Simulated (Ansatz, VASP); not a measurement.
# Al2Au: VASP beside Ansatz

```
Al Au
1.0
     0.00000    3.00000    3.00000
     3.00000    0.00000    3.00000
     3.00000    3.00000    0.00000
Al Au
2 1
Direct
  0.25000 0.25000 0.25000
  0.75000 0.76500 0.75000
  0.00000 0.00000 0.00000
```

Alike in both runs: task single point; functional PBEsol; k mesh 5 × 5 × 5; no spin polarisation.

|  | VASP | Ansatz |
| --- | --- | --- |
| version | VASP 6.6.1 | Ansatz 0.2.0 |
| potentials or method | VASP PAW PBE potentials, release 64 (Al, Au) | plane waves, PAW |
| plane-wave cutoff (eV) | 520 | 420 |
| occupations | methfessel-paxton of order 1, width 0.1 eV | cold, width 0.1 eV |
| valence electrons in the cell | 17 | 25 |

|  | VASP | Ansatz | Ansatz less VASP |
| --- | --- | --- | --- |
| rms of the force components (eV/Å) | 0.158 | 0.159 | +0.0005 |

Atom by atom the forces differ by 0.001 eV/Å (rms over components). The two sets of potentials don't hold the same shells in valence.

Caveats: the k mesh is coarse (spacing up to 0.36 Å⁻¹), so the values aren't converged; the PAW data sets were made with another functional, which shifts forces and pressure a little (VASP). Spin-orbit coupling is left out, which matters for the levels of Au.
